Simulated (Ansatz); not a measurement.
**AlCo: symmetry broken, then relaxed**

The calculation used DFT PBE, scalar-relativistic, plane waves, PAW (Ansatz 0.2.0). Settings: plane waves to 420 eV, k-mesh 12×12×6 (Γ-centred), Gaussian smearing 0.15 eV. No spin polarisation. A magnetic state may lie lower. Energies are free energies at this smearing, counted from the undisturbed cell; pressure is positive in compression.

Zero of the scan (relaxed at this level; it needn't be the usual structure):

```xyz
4
Lattice="2.8519 0.0000 0.0000 0.0000 2.8519 0.0000 0.0000 0.0000 5.7038" Properties=species:S:1:pos:R:3 pbc="T T T"
Al    0.0000    0.0000    0.0000
Al    0.0000    0.0000    2.8519
Co    1.4260    1.4260    1.4260
Co    1.4260    1.4260    4.2779
```

The atoms are displaced (Å, in the unstrained cell):

| atom | ux | uy | uz |
| --- | --- | --- | --- |
| Al1 | -0.011 | 0.001 | 0.027 |
| Al2 | 0.011 | -0.001 | -0.027 |
| Co3 | 0.020 | 0.044 | -0.008 |
| Co4 | -0.020 | -0.044 | 0.008 |

Cell and atoms are then relaxed.

Task: Does the relaxation return to the undisturbed structure?

Result: Yes (up to a choice of domain or origin): same space group and volume, and an energy 0.0 meV/atom from it. The disturbance itself cost 8.6 meV/atom. The final space group reads Pm-3m (tolerance 0.05 Å) and the volume changes by 0.03 %.

Final structure:

```xyz
4
Lattice="2.8521 0.0000 0.0000 0.0000 2.8522 0.0000 0.0000 0.0000 5.7044" Properties=species:S:1:pos:R:3 pbc="T T T"
Al    2.8521    2.8522    5.7044
Al    2.8521    2.8522    2.8522
Co    1.4261    1.4261    1.4261
Co    1.4261    1.4261    4.2783
```

The relaxation, step by step (energy from the first step; small jumps at an unchanged geometry come where the plane waves are selected anew for the new cell):

```csv
step,ΔE (meV/atom),largest force component (eV/Å),pressure (GPa)
1,0.0,0.448,0.37
2,-6.3,0.250,0.25
3,-8.6,0.004,-0.10
4,-8.6,0.000,0.00
5,-8.6,0.000,0.00
```

Frames along the relaxation (Å, eV/Å):

```xyz
4
Lattice="2.852 0.000 0.000 0.000 2.852 0.000 0.000 0.000 5.704" Properties=species:S:1:pos:R:3:forces:R:3 pbc="T T T" step=1
Al   -0.011    0.001    0.027    0.099    0.017   -0.448
Al    0.011   -0.001    2.825   -0.073    0.032    0.434
Co    1.446    1.470    1.418   -0.192   -0.418    0.112
Co    1.406    1.382    4.286    0.166    0.369   -0.099
4
Lattice="2.851 -0.001 0.001 -0.001 2.852 0.000 0.001 0.001 5.702" Properties=species:S:1:pos:R:3:forces:R:3 pbc="T T T" step=2
Al   -0.007    0.000    0.010    0.063    0.012   -0.168
Al    0.007   -0.001    2.841   -0.045    0.022    0.159
Co    1.438    1.452    1.422   -0.115   -0.250    0.053
Co    1.415    1.401    4.281    0.097    0.216   -0.044
4
Lattice="2.853 0.000 0.000 0.000 2.853 0.000 0.000 0.000 5.706" Properties=species:S:1:pos:R:3:forces:R:3 pbc="T T T" step=3
Al    0.000    0.000    0.000    0.002    0.002   -0.002
Al    0.000    0.000    2.853    0.000    0.001    0.001
Co    1.426    1.427    1.426   -0.002   -0.004    0.001
Co    1.426    1.426    4.279    0.000    0.001    0.000
4
Lattice="2.852 0.000 0.000 0.000 2.852 0.000 0.000 0.000 5.704" Properties=species:S:1:pos:R:3:forces:R:3 pbc="T T T" step=4
Al    0.000    0.000    0.000    0.000    0.000    0.000
Al    0.000    0.000    2.852    0.000    0.000    0.000
Co    1.426    1.426    1.426    0.000    0.000    0.000
Co    1.426    1.426    4.278    0.000    0.000    0.000
4
Lattice="2.852 0.000 0.000 0.000 2.852 0.000 0.000 0.000 5.704" Properties=species:S:1:pos:R:3:forces:R:3 pbc="T T T" step=5
Al    0.000    0.000    0.000    0.000    0.000    0.000
Al    0.000    0.000    2.852    0.000    0.000    0.000
Co    1.426    1.426    1.426    0.000    0.000    0.000
Co    1.426    1.426    4.278    0.000    0.000    0.000
```

Cost: 3 runs of about 1.9 core-minutes in all, on AMD EPYC 9R45 (Zen 5) (shared hosts).